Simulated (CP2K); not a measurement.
Runs of CP2K 2026.2 on Pt. It takes space group Fm-3m (No. 225, cubic). The conventional cell has a = 3.922 Å, b = 3.922 Å, c = 3.922 Å, α = 90.00°, β = 90.00°, γ = 90.00°. Pt (site symmetry m-3m) is surrounded by 12 Pt at 2.77 Å. 

| task | level | potentials or basis | cell | smearing | EPS_DEFAULT | NGRIDS | basis sets | potentials | points a segment of the path (NPOINTS) | gap on the mesh (eV) | pressure (GPa) | V0 of scaled cells (Å³/atom) | B0 (GPa) |
| --- | --- | --- | --- | --- | --- | --- | --- | --- | --- | --- | --- | --- | --- |
| band structure | PBE | POTENTIAL_UZH Pt GTH-PBE-q18; TZVP-MOLOPT-PBE-GTH basis | as given | fermi-dirac 0.05 eV | 1.0E-9 | 5 | Pt TZVP-MOLOPT-PBE-GTH-q18 | Pt GTH-PBE-q18 of POTENTIAL_UZH | 10 | none | 10.2 | - | - |
| single point | r2SCAN+D3(BJ)+ATM | POTENTIAL_UZH Pt GTH-SCAN-q18; TZVP-MOLOPT-SCAN-GTH basis | as given | fermi-dirac 0.05 eV | 1.0E-9 | 5 | Pt TZVP-MOLOPT-SCAN-GTH-q18 | Pt GTH-SCAN-q18 of POTENTIAL_UZH | - | none | 5.5 | - | - |
| single point | PBEsol | POTENTIAL_UZH Pt GTH-PBE-q18; TZVP-MOLOPT-PBE-GTH basis | as given | fermi-dirac 0.05 eV | 1.0E-10 | 5 | Pt TZVP-MOLOPT-PBE-GTH-q18 | Pt GTH-PBE-q18 of POTENTIAL_UZH | - | none | -0.2 | - | - |
| equation of state | r2SCAN | POTENTIAL_UZH Pt GTH-SCAN-q18; TZVP-MOLOPT-SCAN-GTH basis | as given | fermi-dirac 0.05 eV | 1.0E-9 | 4 | Pt TZVP-MOLOPT-SCAN-GTH-q18 | Pt GTH-SCAN-q18 of POTENTIAL_UZH | - | - | - | 15.50 | (b) |
| band structure | LDA | GTH_POTENTIALS Pt GTH-PADE-q18; TZVP-MOLOPT-PBE-GTH basis | as given | fermi-dirac 0.01 eV | 1.0E-9 | 4 | Pt TZVP-MOLOPT-PBE-GTH-q18 | Pt GTH-PADE-q18 of GTH_POTENTIALS | 10 | none | (c) | - | - |
| equation of state | PBEsol | POTENTIAL_UZH Pt GTH-PBE-q18; TZVP-MOLOPT-PBE-GTH basis | as given | fermi-dirac 0.1 eV | 1.0E-10 | 5 | Pt TZVP-MOLOPT-PBE-GTH-q18 | Pt GTH-PBE-q18 of POTENTIAL_UZH | - | - | - | 15.08 | (a) |
| single point | r2SCAN+D4 | POTENTIAL_UZH Pt GTH-SCAN-q18; TZVP-MOLOPT-SCAN-GTH basis | as given | fermi-dirac 0.05 eV | 1.0E-9 | 5 | Pt TZVP-MOLOPT-SCAN-GTH-q18 | Pt GTH-SCAN-q18 of POTENTIAL_UZH | - | none | (d) | - | - |
| band structure | PBEsol | POTENTIAL_UZH Pt GTH-PBE-q18; TZVP-MOLOPT-PBE-GTH basis | as given | fermi-dirac 0.1 eV | 1.0E-9 | 5 | Pt TZVP-MOLOPT-PBE-GTH-q18 | Pt GTH-PBE-q18 of POTENTIAL_UZH | 6 | none | 0.1 | - | - |
| band structure | r2SCAN | POTENTIAL_UZH Pt GTH-SCAN-q18; TZVP-MOLOPT-SCAN-GTH basis | as given | fermi-dirac 0.0259 eV | 1.0E-10 | 4 | Pt TZVP-MOLOPT-SCAN-GTH-q18 | Pt GTH-SCAN-q18 of POTENTIAL_UZH | 8 | none | 7.8 | - | - |
| single point | r2SCAN | POTENTIAL_UZH Pt GTH-SCAN-q18; TZVP-MOLOPT-SCAN-GTH basis | as given | fermi-dirac 0.05 eV | 1.0E-9 | 5 | Pt TZVP-MOLOPT-SCAN-GTH-q18 | Pt GTH-SCAN-q18 of POTENTIAL_UZH | - | none | 7.8 | - | - |
| equation of state | PBE | POTENTIAL_UZH Pt GTH-PBE-q18; TZVP-MOLOPT-PBE-GTH basis | as given | fermi-dirac 0.05 eV | 1.0E-10 | 5 | Pt TZVP-MOLOPT-PBE-GTH-q18 | Pt GTH-PBE-q18 of POTENTIAL_UZH | - | - | - | 15.64 | 252 |
| single point | RPBE | POTENTIAL_UZH Pt GTH-PBE-q18; TZVP-MOLOPT-PBE-GTH basis | the cell as VASP's run set it | gaussian 0.02 eV | 1.0E-10 | 5 | Pt TZVP-MOLOPT-PBE-GTH-q18 | Pt GTH-PBE-q18 of POTENTIAL_UZH | - | none | 14.1 | - | - |

Alike in all rows: no spin polarisation; k mesh 12 × 12 × 12.

Q: Estimate the missing entries.

A: (a) 291; (b) 266; (c) -23.3; (d) 5.6.

Caveats: the basis of atomic orbitals isn't converged, which shifts pressures, moduli and gaps; the potentials were made for another functional, which shifts forces and pressure (some runs); pairwise dispersion overbinds metals, which lowers pressure and volume (some runs); so large a pressure means that the cell lies far from this level's equilibrium, or that cutoff or potentials fall short (some runs).

A k mesh can miss the band edges, and the runs leave out spin-orbit coupling on Pt.

A gap of «none» marks a metal or a gap under the smearing width.

Not every run made on this cell is shown here.
